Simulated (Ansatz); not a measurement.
# CuO (Tenorite) (C2/c) in Ansatz: further runs

One crystal, CuO (Tenorite), is run at these levels: rPW86-PBE+rVV10; tasks: single point, equation of state.

Everything below comes from runs of Ansatz 0.2.0. Logs are shortened: lines on timing, memory, paths and dates and some standing lists are left out, and cuts for length are marked.

### 1 The crystal as given

Symmetry: C2/c, No. 15, monoclinic system. The conventional cell has a = 4.684 Å, b = 3.423 Å, c = 5.129 Å, α = 90.00°, β = 99.54°, γ = 90.00°. Cu (site symmetry -1) has 4 O at 1.95 to 1.96 Å as nearest neighbours. O (site symmetry 2) has 4 Cu at 1.95 to 1.96 Å as nearest neighbours.

### 2 Single point, rPW86-PBE+rVV10, 9.53 Å³/atom (volume scaled by 0.94)

The input, input.yaml:

```yaml
crystal:
  lattice:
    - [2.2940437287, -1.6763657078, 0.0]
    - [2.2940437287, 1.6763657078, 0.0]
    - [-0.8326750593, 0.0, 4.9546185987]
  atoms:
    - { symbol: Cu, position: [0.5, 0.0, 0.5] }
    - { symbol: Cu, position: [0.0, 0.5, 0.0] }
    - { symbol: O, position: [0.4184, 0.5816, 0.75] }
    - { symbol: O, position: [0.5816, 0.4184, 0.25] }
hamiltonian:
  xc: { exchange: rpw86, correlation: pbe }
  pseudopotentials: { kind: paw }
  dispersion: rvv10
kpoints:
  mp_grid: { grid: [10, 10, 5] }
scf:
  occupations: { method: fermi_dirac, width: 0.05 }
output:
  forces: true
  stress: true
  eigenvalues: true
```

Potentials or basis: Ansatz PAW.

The run is started by

```console
$ ansatz run input.yaml --threads 2 --pin off --max-ram 5120MiB --backend cpu --events-out ev --progress --plain --runs-dir out
```

Log:

```text
Warning: RAYON_NUM_THREADS=2 ignored (pool sized by the plan → 2); use --threads N
Engine: ansatz 0.2.0, aarch64-unknown-linux-gnu
Pseudopotentials: kind: paw
Pseudopotential: Cu, paw, valence charge 19, recommended cutoff 420 eV (normal), Cu.paw.azcp
Pseudopotential: O, paw, valence charge 6, recommended cutoff 420 eV (normal), O.paw.azcp
Functional definition: unnamed
  exchange = rpw86_x
  correlation = pbe_c + rvv10(6.3, 0.0093)
Crystal: 4 atoms, lattice volume = 38.108 Å³
Basis set: ecut = 420 eV, 759 PW (Γ), exchange–correlation on 48×48×80 points (8 copies of the dense FFT grid, shifted against one another)
Bands: 30, of which v1, the nominal top of the filled ones, is band 25 counted from 1 (24 counted from 0)
Symmetry: 4 space group operations
Space group: C2/c (ITA 15), of the structure as read, at distance tolerance 3.4e-5 Å
k-points: 141 of 500
Non-local potential: Cu, projectors of the file, l = 0: 3, l = 1: 2, l = 2: 3, l = 3: 1
Non-local potential: O, projectors of the file, l = 0: 2, l = 1: 2, l = 2: 1
PAW form: soft (Blöchl's): semilocal exchange-correlation on the pseudo side does not see the compensation charge
rVV10 density: all electrons in the spheres
PAW frozen core: Cu, regenerated for the run's functional, and the local potential with it (the file was generated under x = pbe(κ = 0.804, μ = 0.2195149727645171), c = pbe(β = 0.06672455060314922))
PAW frozen core: O, regenerated for the run's functional, and the local potential with it (the file was generated under x = pbe(κ = 0.804, μ = 0.2195149727645171), c = pbe(β = 0.06672455060314922))
PAW one-centre angular grid: Cu, 590 points (default); XC on 64 Gauss nodes
PAW one-centre angular grid: O, 110 points (default); XC on 64 Gauss nodes
Initial density: superposition of atomic densities (neutral atoms: chi_scale 0, normalization atom), corrected by the library's trained network
Initial wavefunctions: pseudopotential atomic-orbital guess
Functional: x = rpw86, c = pbe(β = 0.06672455060314922) + rvv10(b = 6.3, C = 0.0093)
SCF iter   1: F=—  HF=-14443.873259 eV  |F-HF|=—  |Δ(HF+E_count)|=         —  Δρ=2.47e-2  dr2=1.49e-1  ethr=1.77e-3  ⟨swp⟩=5.8  Hψ=14665  notcnv=0
preconditioner: auto → Kerker (q_TF=auto, 2.855 Å⁻¹)  [metal: Δε(μ)=0.014 eV  Ē_g=11.643 eV  σ=0.050 eV  W_gap=0.07  n_scr=18 (ndim 8)  ℏωp=35.1 eV  f_vac=0.000  D(μ)=2.33/eV (n_scr^D=26)]
SCF iter   2: F=—  HF=-14443.846097 eV  |F-HF|=—  |Δ(HF+E_count)|=   2.72e-2  Δρ=7.55e-3  dr2=1.51e-2  ethr=2.97e-4  ⟨swp⟩=2.8  Hψ=7665  notcnv=0
SCF iter   3: F=—  HF=-14443.842921 eV  |F-HF|=—  |Δ(HF+E_count)|=   3.18e-3  Δρ=3.06e-3  dr2=2.77e-3  ethr=3.01e-5  ⟨swp⟩=2.1  Hψ=6767  notcnv=0
SCF iter   4: F=—  HF=-14443.842470 eV  |F-HF|=—  |Δ(HF+E_count)|=   4.52e-4  Δρ=6.60e-4  dr2=9.59e-5  ethr=5.54e-6  ⟨swp⟩=2.4  Hψ=6316  notcnv=0
SCF iter   5: F=—  HF=-14443.842483 eV  |F-HF|=—  |Δ(HF+E_count)|=   1.33e-5  Δρ=1.35e-4  dr2=4.45e-6  ethr=1.92e-7  ⟨swp⟩=2.0  Hψ=6343  notcnv=0
SCF iter   6: F=—  HF=-14443.842483 eV  |F-HF|=—  |Δ(HF+E_count)|=   4.87e-7  Δρ=3.40e-5  dr2=3.83e-7  ethr=8.90e-9  ⟨swp⟩=2.5  Hψ=7283  notcnv=0
SCF iter   7: F=-14443.842483 eV  HF=-14443.842483 eV  |F-HF|=1.87e-8  |Δ(HF+E_count)|=   1.47e-7  Δρ=1.29e-5  dr2=5.68e-8  ethr=2.00e-10  ⟨swp⟩=4.2  Hψ=15848  notcnv=0
SCF 1 converged in 7 iterations: F = -14443.842483 eV  dr2 = 5.68e-8
SCF converged after 7 iterations
Free energy (F): -14443.842483 eV
Harris-Foulkes:  -14443.842483 eV  (|F-HF|=1.87e-8)
Internal energy: -14443.824134 eV  (E = F + TS)
E sigma→0 (E₀):  -14443.833308 eV
Entropy (-TS):   -0.018349 eV (-4.587 meV/atom)
Fermi energy:    13.588690 eV
--- Per-component energies (eV) ---
  E_band       = -805.757787
  E_kinetic    = 948.849354
  E_local      = -9416.119722  (includes V_loc(G=0)·N_el)
  E_nonlocal   = 865.219586
  E_hartree    = 4092.100019
  E_xc         = -322.837754
  E_vxc        = -416.981209  (∫ρ·V_xc dr)
  E_paw        = -3705.369680  (= ΣΔE_a)
  E_vpaw       = -970.927572  (= ΣTr[D̂ρ^β])
  E_aug_tail   = 0.004255  (compensation charges beyond the density's cutoff)
  E_ewald      = -6905.291809
  E_core_change = -0.378382  (= ΣΔE_core)
  E_smearing   = -0.018349  (= −TS)
  E_closure    = -0.000000  (closes the sum)
  Σ components = -14443.842483   (vs F -14443.842483, Δ=0.00e0)
--- Forces (eV/Å), atoms counted from 1 ---
  atom   1  Cu    -0.00000000     0.00000000     0.00000000
  atom   2  Cu    -0.00000000     0.00000000     0.00000000
  atom   3  O      0.00000000     0.00271526     0.00000000
  atom   4  O      0.00000000    -0.00271526     0.00000000
  max |Σ_I F_I| component: 4.34e-19 eV/Å
--- Stress (GPa, compression-positive) ---
       22.470198       0.000000      -3.368361
        0.000000      19.682752       0.000000
       -3.368355       0.000000      24.280141
  P = ⅓ Tr σ = 22.1444 GPa (221.444 kbar)
--- Band table (eV; the first three rows and the last of 141) ---
  k-point 0: bands = ["-99.5702", "-99.5693", "-56.9329", "-56.9326", "-56.8958", "-56.8842", "-56.4862", "-56.4855", "-6.9816", "-5.4654", "4.7522", "7.5143", "7.9220", "9.9045", "10.1215", "10.1488", "10.1701", "10.2885", "10.6004", "10.6905", "10.9466", "11.1372", "11.2055", "11.7377", "13.7896", "14.5847", "15.4860", "19.6595", "21.9889", "27.0696"]
  k-point 1: bands = ["-99.5700", "-99.5693", "-56.9328", "-56.9326", "-56.8947", "-56.8853", "-56.4861", "-56.4856", "-6.8612", "-5.6431", "5.1652", "7.6038", "7.9606", "9.2921", "9.5527", "9.6082", "10.3073", "10.5083", "10.7960", "10.8302", "11.0533", "11.2677", "11.4736", "11.6239", "13.7469", "14.4151", "16.0154", "19.1675", "22.7813", "27.1163"]
  k-point 2: bands = ["-99.5698", "-99.5695", "-56.9327", "-56.9326", "-56.8919", "-56.8883", "-56.4860", "-56.4858", "-6.5270", "-6.0667", "6.2689", "7.7432", "7.8296", "8.0299", "9.1337", "9.1942", "10.4717", "10.5779", "10.8861", "10.9803", "11.0215", "11.2634", "11.7584", "11.8847", "13.7130", "14.0108", "17.1183", "18.2300", "24.4802", "26.4274"]
  k-point 140: bands = ["-99.5679", "-99.5677", "-56.9502", "-56.9485", "-56.8905", "-56.8881", "-56.4974", "-56.4962", "-5.3887", "-5.2788", "6.1429", "6.7041", "7.3929", "7.5144", "7.9242", "8.3177", "10.4193", "10.7466", "11.0961", "11.1183", "11.6543", "11.6764", "12.0949", "12.2168", "12.8781", "13.5677", "18.0582", "19.2895", "22.4236", "23.2123"]
```

It took 3.6 s on 2 threads of Arm Neoverse V2, shared host; peak memory 0.42 GiB.

What came out:

```yaml
Free_energy: -14443.8425 eV
Pressure: 22.1 GPa
Band_gap_on_the_k_mesh: none (metal or under the smearing width)
```

Caveat: the pressure holds a Pulay correction of +0.8 GPa for the finite cutoff; the run has no spin polarisation, though such a crystal can be magnetic; semilocal functionals often make such compounds metallic where correlation or magnetic order opens a gap, which also shifts bond lengths; pairwise dispersion overbinds metals, which lowers pressure and volume; the PAW data sets come from PBE, with cores solved anew for the run's functional, which leaves a small shift of forces and pressure.

### 3 Single point, rPW86-PBE+rVV10, 9.73 Å³/atom (volume scaled by 0.96)

input.yaml: that of step 2 with these lines changed.

```diff
@@ -2,5 +2,5 @@
   lattice:
-    - [2.2940437287, -1.6763657078, 0.0]
-    - [2.2940437287, 1.6763657078, 0.0]
-    - [-0.8326750593, 0.0, 4.9546185987]
+    - [2.3101994985, -1.6881714891, 0.0]
+    - [2.3101994985, 1.6881714891, 0.0]
+    - [-0.8385391614, 0.0, 4.9895114286]
   atoms:
```

Potentials or basis: Ansatz PAW.

The run is started by

```console
$ ansatz run input.yaml --threads 2 --pin off --max-ram 5120MiB --backend cpu --events-out ev --progress --plain --runs-dir out
```

Run time: 3.6 s. Hardware: 2 threads of Arm Neoverse V2, shared host; peak memory 0.43 GiB.

The run converged. Its results:

```
Free energy            : -14443.9411 eV
Pressure               : 16.9 GPa
Largest force          : 0.076 eV/Å
Band gap on the k mesh : none (metal or under the smearing width)
```

Caveat: the pressure holds a Pulay correction of +0.8 GPa for the finite cutoff; the run has no spin polarisation, though such a crystal can be magnetic; semilocal functionals often make such compounds metallic where correlation or magnetic order opens a gap, which also shifts bond lengths; pairwise dispersion overbinds metals, which lowers pressure and volume; the PAW data sets come from PBE, with cores solved anew for the run's functional, which leaves a small shift of forces and pressure.

### 4 Single point, rPW86-PBE+rVV10, 9.93 Å³/atom (volume scaled by 0.98)

input.yaml: that of step 3 with these lines changed.

```diff
@@ -2,5 +2,5 @@
   lattice:
-    - [2.3101994985, -1.6881714891, 0.0]
-    - [2.3101994985, 1.6881714891, 0.0]
-    - [-0.8385391614, 0.0, 4.9895114286]
+    - [2.3261324123, -1.699814419, 0.0]
+    - [2.3261324123, 1.699814419, 0.0]
+    - [-0.8443223728, 0.0, 5.0239229397]
   atoms:
```

The run is started by

```console
$ ansatz run input.yaml --threads 2 --pin off --max-ram 5120MiB --backend cpu --events-out ev --progress --plain --runs-dir out
```

It took 3.6 s on 2 threads of Arm Neoverse V2, shared host; peak memory 0.43 GiB.

It converged, with:

```yaml
Free_energy: -14444.0145 eV
Pressure: 12.2 GPa
Largest_force: 0.148 eV/Å
Band_gap_on_the_k_mesh: none (metal or under the smearing width)
```

Caveat: the pressure holds a Pulay correction of +0.8 GPa for the finite cutoff; the run has no spin polarisation, though such a crystal can be magnetic; semilocal functionals often make such compounds metallic where correlation or magnetic order opens a gap, which also shifts bond lengths; pairwise dispersion overbinds metals, which lowers pressure and volume; the PAW data sets come from PBE, with cores solved anew for the run's functional, which leaves a small shift of forces and pressure.

### 5 Single point, rPW86-PBE+rVV10, 10.13 Å³/atom

input.yaml: that of step 4 with these lines changed.

```diff
@@ -2,5 +2,5 @@
   lattice:
-    - [2.3261324123, -1.699814419, 0.0]
-    - [2.3261324123, 1.699814419, 0.0]
-    - [-0.8443223728, 0.0, 5.0239229397]
+    - [2.34185, -1.7113, 0.0]
+    - [2.34185, 1.7113, 0.0]
+    - [-0.8500274268, 0.0, 5.0578693947]
   atoms:
```

The run is started by

```console
$ ansatz run input.yaml --threads 2 --pin off --max-ram 5120MiB --backend cpu --events-out ev --progress --plain --runs-dir out
```

Wall time 3.7 s (2 threads of Arm Neoverse V2, shared host); peak memory 0.43 GiB.

The run converged. Its results:

```
Free energy            : -14444.0654 eV
Pressure               : 8.0 GPa
Largest force          : 0.214 eV/Å
Band gap on the k mesh : none (metal or under the smearing width)
```

Caveat: the pressure holds a Pulay correction of +0.8 GPa for the finite cutoff; the run has no spin polarisation, though such a crystal can be magnetic; semilocal functionals often make such compounds metallic where correlation or magnetic order opens a gap, which also shifts bond lengths; pairwise dispersion overbinds metals, which lowers pressure and volume; the PAW data sets come from PBE, with cores solved anew for the run's functional, which leaves a small shift of forces and pressure.

### 6 Single point, rPW86-PBE+rVV10, 10.34 Å³/atom (volume scaled by 1.02)

input.yaml: that of step 5 with these lines changed.

```diff
@@ -2,5 +2,5 @@
   lattice:
-    - [2.34185, -1.7113, 0.0]
-    - [2.34185, 1.7113, 0.0]
-    - [-0.8500274268, 0.0, 5.0578693947]
+    - [2.3573593924, -1.7226334429, 0.0]
+    - [2.3573593924, 1.7226334429, 0.0]
+    - [-0.8556569116, 0.0, 5.0913661947]
   atoms:
```

Potentials or basis: Ansatz PAW.

The run is started by

```console
$ ansatz run input.yaml --threads 2 --pin off --max-ram 5120MiB --backend cpu --events-out ev --progress --plain --runs-dir out
```

It took 3.7 s on 2 threads of Arm Neoverse V2, shared host; peak memory 0.43 GiB.

It converged, with:

```
Free energy            : -14444.0962 eV
Pressure               : 4.2 GPa
Largest force          : 0.275 eV/Å
Band gap on the k mesh : none (metal or under the smearing width)
```

Caveat: the pressure holds a Pulay correction of +0.8 GPa for the finite cutoff; the run has no spin polarisation, though such a crystal can be magnetic; semilocal functionals often make such compounds metallic where correlation or magnetic order opens a gap, which also shifts bond lengths; pairwise dispersion overbinds metals, which lowers pressure and volume; the PAW data sets come from PBE, with cores solved anew for the run's functional, which leaves a small shift of forces and pressure.

### 7 Single point, rPW86-PBE+rVV10, 10.54 Å³/atom (volume scaled by 1.04)

input.yaml: that of step 6 with these lines changed.

```diff
@@ -2,5 +2,5 @@
   lattice:
-    - [2.3573593924, -1.7226334429, 0.0]
-    - [2.3573593924, 1.7226334429, 0.0]
-    - [-0.8556569116, 0.0, 5.0913661947]
+    - [2.3726673498, -1.7338196878, 0.0]
+    - [2.3726673498, 1.7338196878, 0.0]
+    - [-0.861213281, 0.0, 5.1244279405]
   atoms:
@@ -22 +22,5 @@
   eigenvalues: true
+  write_density: true
+  write_potential: true
+  elf: true
+  volumetric_format: npy
```

The run is started by

```console
$ ansatz run input.yaml --threads 2 --pin off --max-ram 5120MiB --backend cpu --events-out ev --progress --plain --runs-dir out
```

Run time: 5.1 s. Hardware: 2 threads of Arm Neoverse V2, shared host; peak memory 0.44 GiB.

It converged, with:

* Free energy: -14444.1088 eV
* Pressure: 0.8 GPa
* Largest force: 0.330 eV/Å
* Band gap on the k mesh: none (metal or under the smearing width)

Caveat: the pressure holds a Pulay correction of +0.8 GPa for the finite cutoff; the run has no spin polarisation, though such a crystal can be magnetic; semilocal functionals often make such compounds metallic where correlation or magnetic order opens a gap, which also shifts bond lengths; pairwise dispersion overbinds metals, which lowers pressure and volume; the PAW data sets come from PBE, with cores solved anew for the run's functional, which leaves a small shift of forces and pressure.

### 8 Single point, rPW86-PBE+rVV10, 10.74 Å³/atom (volume scaled by 1.06)

input.yaml: that of step 7 with these lines changed.

```diff
@@ -2,5 +2,5 @@
   lattice:
-    - [2.3726673498, -1.7338196878, 0.0]
-    - [2.3726673498, 1.7338196878, 0.0]
-    - [-0.861213281, 0.0, 5.1244279405]
+    - [2.3877802882, -1.744863423, 0.0]
+    - [2.3877802882, 1.744863423, 0.0]
+    - [-0.8666988638, 0.0, 5.157068489]
   atoms:
@@ -22,5 +22 @@
   eigenvalues: true
-  write_density: true
-  write_potential: true
-  elf: true
-  volumetric_format: npy
```

The run is started by

```console
$ ansatz run input.yaml --threads 2 --pin off --max-ram 5120MiB --backend cpu --events-out ev --progress --plain --runs-dir out
```

Run time: 4.5 s. Hardware: 2 threads of Arm Neoverse V2, shared host; peak memory 0.44 GiB.

The run converged. Its results:

```
Free energy            : -14444.1051 eV
Pressure               : -2.2 GPa
Largest force          : 0.381 eV/Å
Band gap on the k mesh : none (metal or under the smearing width)
```

Caveat: the pressure holds a Pulay correction of +0.7 GPa for the finite cutoff; the run has no spin polarisation, though such a crystal can be magnetic; semilocal functionals often make such compounds metallic where correlation or magnetic order opens a gap, which also shifts bond lengths; pairwise dispersion overbinds metals, which lowers pressure and volume; the PAW data sets come from PBE, with cores solved anew for the run's functional, which leaves a small shift of forces and pressure.

### 9 Equation of state, rPW86-PBE+rVV10

Potentials or basis: Ansatz PAW.

This step only gathers the single runs of the series.

Results:

| Property | Result |
| --- | --- |
| Equilibrium volume | 10.59 Å³/atom |
| Bulk modulus at fixed shape and positions | 163 GPa |
| Pressure derivative of the bulk modulus | 4.7 |

Energy against volume, from the lowest point:
| volume (Å³/atom) | energy (meV/atom) |
| --- | --- |
| 9.527 | 66.57 |
| 9.730 | 41.91 |
| 9.932 | 23.56 |
| 10.135 | 10.83 |
| 10.338 | 3.15 |
| 10.540 | 0.00 |
| 10.743 | 0.91 |

Caveat: the potentials were made for another functional, which shifts forces and pressure; the cell was scaled at fixed shape and fractional positions, which overstates the stiffness of a crystal with free parameters, most of all of layers and chains; the run has no spin polarisation, though such a crystal can be magnetic.
